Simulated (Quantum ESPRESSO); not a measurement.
MnO: phonon spectrum and thermodynamics under several settings

```
Mn O
1.0
     0.00000    2.22200    2.22200
     2.22200    0.00000    2.22200
     2.22200    2.22200    0.00000
Mn O
1 1
Direct
  0.00000 0.00000 0.00000
  0.50000 0.50000 0.50000
```

All runs used Quantum ESPRESSO 7.5; k mesh 4 × 4 × 4, shifted; relaxed cell; collinear spin, ferromagnetic start; cutoff 1306 eV; occupations fermi-dirac, width 0.05 eV; q mesh 2 × 2 × 2.

```tsv
level	potentials	volume (Å³/atom)	highest frequency (cm⁻¹)	zero-point energy (meV/atom)	entropy at room temperature (k_B/atom)
PBE	PseudoDojo 0.4.1 SR PBE standard	?	?	?	?
PBEsol	PseudoDojo 0.4.1 SR PBEsol standard	10.32	397	45.3	2.96
```

Question: What stands in the row left open?

Answer: Volume 11.12 Å³/atom; highest frequency 415 cm⁻¹; zero-point energy 42.7 meV/atom; entropy at room temperature 3.09 k_B/atom.

Caveats: all runs use coarse meshes; the mesh is thin for the phonons of a metal; a cell with one magnetic atom can't hold antiferromagnetic order, which such compounds often take.

For the row left open. Caveat: the k mesh is coarse (spacing up to 0.61 Å⁻¹), so the values aren't converged; the mesh is thin for the phonons of a metal; the q mesh is small, so phonon branches between its points and thermal values are rough; a cell with one magnetic atom can't hold antiferromagnetic order, which such compounds often take.
